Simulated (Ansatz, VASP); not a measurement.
# One calculation of TiN, two programs

```
Ti N
1.0
     0.00000    2.10281    2.10281
     2.10281    0.00000    2.10281
     2.10281    2.10281    0.00000
Ti N
1 1
Direct
  0.00000 0.00000 0.00000
  0.50000 0.50000 0.50000
```

Alike in both runs: functional PBE; dispersion D3(BJ); k mesh 18 × 18 × 18; occupations gaussian, width 0.1 eV; no spin polarisation.

Ansatz relaxed the structure, and its values are those at the end. VASP's run is a single point on that final structure, the one shown.

|  | VASP | Ansatz |
| --- | --- | --- |
| version | VASP 6.6.1 | Ansatz 0.2.0 |
| potentials or method | VASP PAW PBE potentials, release 64 (Ti_sv, N) | scalar-relativistic, plane waves, PAW |
| plane-wave cutoff (eV) | 520 | 420 |
| valence electrons in the cell | 17 | 17 |

Ansatz gave:

```
gap on the k mesh at the Fermi level (eV) : none
pressure (GPa)                            : 0.0
```

Problem. Estimate VASP's values.

Solution. gap on the k mesh at the Fermi level (eV): none; pressure (GPa): 0.5.

A gap of «none» marks a metal or a gap that the smearing closes.

Caveats: pairwise dispersion overbinds metals, which lowers pressure and volume.
